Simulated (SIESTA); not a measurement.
Crystal: Cu.

```
CELL_PARAMETERS angstrom
0.00000 1.80750 1.80750
1.80750 0.00000 1.80750
1.80750 1.80750 0.00000
ATOMIC_POSITIONS crystal
Cu 0.00000 0.00000 0.00000
```

Base run:

```yaml
Program: SIESTA 5.4.2
Functional: vdW-DF-cx
Potentials_or_basis: PseudoDojo 0.4 standard (PBE files)
Basis: DZP (energy shift 0.002 Ry)
Grid_cutoff: 800 Ry
Energy_shift: 0.002 Ry
k_mesh: 13 × 13 × 13
Occupations: fermi-dirac, width 0.05 eV
Spin: no spin polarisation
```

Its results: band gap on the k mesh none (metal or under the smearing width); pressure -5.4 GPa.

The run is repeated on the same cell with these changes: functional from vdW-DF-cx to SVWN5; potentials or basis from PseudoDojo 0.4 standard (PBE files) to PseudoDojo 0.4 standard (LDA files). What comes out?

Band gap on the k mesh none (metal or under the smearing width); pressure -13.7 GPa.

Caveats: semicore shells carry a single zeta, which can move pressures by several GPa and volumes by a few percent; the basis of atomic orbitals isn't converged, which shifts pressures, moduli and gaps; the potentials were made for another functional, which shifts forces and pressure (some runs).
